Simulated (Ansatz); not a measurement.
## Ge under changes of volume

One of the cells (19.014 Å³/atom); the others are scaled copies at fixed shape and fractional positions:

```
CELL_PARAMETERS angstrom
-2.49590 2.65086 1.43695
2.49590 -2.65086 1.43695
2.49590 2.65086 -1.43695
ATOMIC_POSITIONS crystal
Ge 0.31406 0.06406 0.25000
Ge 0.68594 0.93594 0.75000
```

This isn't the form of Ge at room conditions, which is diamond.

```yaml
Program: Ansatz 0.2.0
Functional: HSE06
Potentials_or_basis: Ansatz PAW
Cutoff: "420 eV (not typed: the program's choice for these potentials)"
k_mesh: 6 × 6 × 6
Occupations: fermi-dirac, width 0.05 eV
Spin: no spin polarisation
```

```csv
volume (Å³/atom),energy over the lowest point (meV/atom),pressure (GPa),largest force (eV/Å)
17.874,11.51,4.3,0.076
18.254,?,?,?
18.634,0.00,0.7,0.060
19.014,0.06,-0.8,0.052
19.395,3.54,-2.2,0.046
19.775,10.19,-3.5,0.044
20.155,19.74,-4.6,0.044
```

What does the run at 18.254 Å³/atom give?

Energy over the lowest point 3.64 meV/atom; pressure 2.4 GPa; largest force 0.069 eV/Å.

Worked out: A Birch-Murnaghan fit of order 3 (a polynomial in V^(-2/3)) to the other rows has its minimum at 18.82 Å³/atom with B0 = V·E''(V) = 75 GPa and B' = 3.3 at fixed shape and positions, which overstates the stiffness. It gives 3.71 meV/atom at 18.254 Å³/atom, against the run's 3.64, and -dE/dV = 2.4 GPa, against 2.4.

Energies are extrapolated to zero smearing.

Caveats: all runs use coarse meshes; the PAW data sets come from PBE, with cores solved anew for the run's functional, which leaves a small shift of forces and pressure; the thresholds are loose for stress.
